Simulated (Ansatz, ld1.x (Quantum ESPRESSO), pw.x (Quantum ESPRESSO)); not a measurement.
## From atom to crystal: TM potential for molybdenum

- Element: Mo
- Generator: ld1.x (Quantum ESPRESSO) 7.5
- Type: norm-conserving Troullier–Martins (Kleinman–Bylander form)
- Functional: PBEsol
- Relativity: scalar-relativistic
- Frozen core: [Kr]
- Valence charge: 6
- Reference configuration: 4d6 5s0 5p0
- Partial waves: 5s (bound, empty): rc 2.20 bohr; 5p (bound, empty): rc 4.20 bohr; 4d (bound): rc 1.55 bohr
- Local potential: all-electron potential smoothed inside 3.85 bohr (lloc = -2)
- Core correction: none

Crystal test: fcc Mo in pw.x 7.5, no spin, 14³ k-points, Fermi–Dirac smearing 0.01 Ry, cutoffs 70/280 Ry. The reference is all-electron LAPW (Ansatz 0.2.0) with the same functional, mesh and smearing; V0 and B0 come from Birch–Murnaghan fits to the pressures at five volumes. Errors are pseudo minus all-electron; Δ is the rms difference of the E(V) curves that follow from these fits, minima aligned, over ±6 % about the mean V0. Mesh and smearing are coarse, so the numbers serve the comparison and aren't converged zero-temperature values; the lattice is a test structure that the element need not adopt.

All-electron: a0 = 3.963 Å (V0 = 15.56 Å³/atom), B0 = 253.7 GPa.

Question: How far does the potential miss the all-electron equation of state?

Answer: mean pressure error (GPa): +40.38. The pressure does not cross zero within the volumes sampled, so no fit is given. The largest radius (4.20 bohr) exceeds half the bond length (2.65 bohr), so the spheres overlap, which is one possible source of error among others. This is a poor potential for the solid. Atomic configuration tests: 1 of 7 tests not solved or not reliable.

```
V (Å³/atom)  P all-electron (GPa)  P pseudo (GPa)
     14.770                 14.63           62.88
     15.158                  6.95           50.80
     15.547                  0.18           40.12
     15.936                 -5.80           30.67
     16.324                -11.08           22.30
```

Question: At the middle volume, how do free energy and pressure move when the wave cutoff is lowered (ecutrho kept at four times it)?

Answer:

| cutoff (Ry) | shift of F (meV/atom) | shift of P (GPa) |
| --- | --- | --- |
| 32 | +862.1 | -34.36 |
| 42 | +108.0 | -6.50 |
| 56 | +3.1 | -0.26 |

Input at the middle volume:

```
&control
  calculation='scf', prefix='x', pseudo_dir='./', outdir='./tmp', tstress=.true., disk_io='low'
/
&system
  ibrav=0, nat=1, ntyp=1, ecutwfc=70, ecutrho=280, nbnd=10,
  occupations='smearing', smearing='fd', degauss=0.01
/
&electrons
  conv_thr=1e-09, mixing_beta=0.4, electron_maxstep=70
/
ATOMIC_SPECIES
Mo 1.0 Mo.UPF
CELL_PARAMETERS angstrom
  0.00000000 1.98094401 1.98094401
  1.98094401 0.00000000 1.98094401
  1.98094401 1.98094401 0.00000000
ATOMIC_POSITIONS crystal
Mo 0.0000 0.0000 0.0000
K_POINTS automatic
14 14 14 0 0 0
```

```bash
pw.x < Mo.scf.in > Mo.scf.out
```

Lines of the output:

```
Message from routine setup:
     using ibrav=0 with symmetry is DISCOURAGED, use correct ibrav instead
     lattice parameter (alat)  =       5.2940  a.u.
     unit-cell volume          =     104.9164 (a.u.)^3
     number of electrons       =         6.00
     number of Kohn-Sham states=           10
     kinetic-energy cutoff     =      70.0000  Ry
     charge density cutoff     =     280.0000  Ry
     scf convergence threshold =      1.0E-09
     Exchange-correlation= PBESOL
     number of k points=   104  Fermi-Dirac smearing, width (Ry)=  0.0100
     iteration #  1     ecut=    70.00 Ry     beta= 0.40
     total energy              =     -16.14536292 Ry
     estimated scf accuracy    <       0.14979578 Ry
     iteration #  2     ecut=    70.00 Ry     beta= 0.40
     total energy              =     -16.14125367 Ry
     estimated scf accuracy    <       0.02338291 Ry
     iteration #  3     ecut=    70.00 Ry     beta= 0.40
     total energy              =     -16.14501048 Ry
     estimated scf accuracy    <       0.00017010 Ry
     iteration #  4     ecut=    70.00 Ry     beta= 0.40
     total energy              =     -16.14505075 Ry
     estimated scf accuracy    <       0.00004115 Ry
     iteration #  5     ecut=    70.00 Ry     beta= 0.40
     total energy              =     -16.14505787 Ry
     estimated scf accuracy    <       0.00000088 Ry
     iteration #  6     ecut=    70.00 Ry     beta= 0.40
     total energy              =     -16.14505814 Ry
     estimated scf accuracy    <       0.00000004 Ry
     iteration #  7     ecut=    70.00 Ry     beta= 0.40
     total energy              =     -16.14505814 Ry
     estimated scf accuracy    <       0.00000001 Ry
     iteration #  8     ecut=    70.00 Ry     beta= 0.40
     the Fermi energy is    13.9787 ev
!    total energy              =     -16.14505814 Ry
     estimated scf accuracy    <          4.0E-10 Ry
     smearing contrib. (-TS)   =      -0.00509159 Ry
     The total energy is F=E-TS. E is the sum of the following terms:
     one-electron contribution =       9.64375652 Ry
     hartree contribution      =       0.46706881 Ry
     xc contribution           =      -4.20489800 Ry
     ewald contribution        =     -22.04589389 Ry
     convergence has been achieved in   8 iterations
          total   stress  (Ry/bohr**3)                   (kbar)     P=      401.22
```

The run at the middle volume (104 k-points, 8 iterations) took about 11 s on one core of a shared host (Neoverse-V2, 32 threads, 247 GiB, load 10).
